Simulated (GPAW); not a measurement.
SiC:

```
Si C
1.0
     3.07569    0.00000    0.00000
    -1.53785    2.66363    0.00000
     0.00000    0.00000   10.07065
Si C
4 4
Direct
  0.00000 0.00000 0.18789
  0.00000 0.00000 0.68789
  0.33333 0.66667 0.43784
  0.66667 0.33333 0.93784
  0.00000 0.00000 0.00046
  0.00000 0.00000 0.50046
  0.33333 0.66667 0.24980
  0.66667 0.33333 0.74980
```

The cell is a database's computed one.

```yaml
Program: GPAW 26.7.0
Task: relaxation of cell and atoms
Functional: revPBE
Potentials_or_basis: the program's PAW data sets (release 1.2.1) made for this functional
Cutoff: 800 eV
Basis: pw
k_mesh: 6 × 6 × 2
Occupations: fermi-dirac, width 0.05 eV
Spin: no spin polarisation
```

At the start: pressure 7.7 GPa; volume 10.31 Å³/atom.

Problem. How do energy, volume and symmetry change on relaxing?

Solution. Over 7 steps the energy falls by 8.9 meV/atom and the volume is 10.65 Å³/atom (+3.3 %); space group P6_3mc (No. 186, to 0.05 Å).

The path:
```
step  energy change (eV)  largest force (eV/Å)  pressure (GPa)  volume (Å³)
   1              0.0000                0.0050            7.69        82.50
   2             -0.0074                0.0031            7.25        82.66
   3             -0.0206                0.0021            6.40        82.96
   4             -0.0367                0.0056            5.21        83.39
   5             -0.0527                0.0064            3.76        83.92
   6             -0.0649                0.0037            2.15        84.54
   7             -0.0713                0.0015            0.47        85.21
```

Final structure:
```xyz
8
Lattice="3.1094 0.0000 0.0000 -1.5547 2.6928 0.0000 0.0000 0.0000 10.1769" Properties=species:S:1:pos:R:3 pbc="T T T"
Si    0.0000    0.0000    1.9123
Si    0.0000    0.0000    7.0007
Si    0.0000    1.7952    4.4561
Si    1.5547    0.8976    9.5446
C     0.0000    0.0000    0.0044
C     0.0000    0.0000    5.0929
C     0.0000    1.7952    2.5421
C     1.5547    0.8976    7.6305
```

Caveat: the k mesh is coarse; later steps reuse the first step's grids.
